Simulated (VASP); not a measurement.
AlAu, 2 atoms in the cell. The structure is cubic, space group Pm-3m (No. 221). The conventional cell has a = 3.224 Å, b = 3.224 Å, c = 3.224 Å, α = 90.00°, β = 90.00°, γ = 90.00°. Al (site symmetry m-3m) is surrounded by 8 Au at 2.79 Å. Au (site symmetry m-3m) has 8 Al at 2.79 Å as nearest neighbours. The cell comes from a database or a generator and needn't be the stable form of this composition.

| Item | Value |
| --- | --- |
| Program | VASP 6.6.1 |
| Task | single point |
| Functional | LDA |
| Potentials or basis | VASP PAW LDA potentials, release 64 (Al, Au) |
| Cutoff | 520 eV |
| k mesh | 13 × 13 × 13 |
| Occupations | fermi-dirac, width 0.05 eV |
| Spin | no spin polarisation |
| Dipole correction | no |
| Further INCAR settings | ALGO = Normal; EDIFF = 1e-06; NBANDS = 14 |

Potentials or basis: VASP PAW LDA potentials, release 64 (Al, Au).

The run is started by

```console
$ cat potpaw_LDA.64/Al/POTCAR potpaw_LDA.64/Au/POTCAR > POTCAR
$ mpirun -np 1 vasp_std > vasp.out
```

Hardware: 1 thread of Intel(R) Xeon(R) 6975P-C (Granite Rapids) (shared host).

Question: How long does it take, and how much memory?

Answer: Wall time 8 s on 1 thread of Intel(R) Xeon(R) 6975P-C (Granite Rapids), on a shared host, peak memory 0.15 GiB. Counts: scf iterations 11, k points 84.
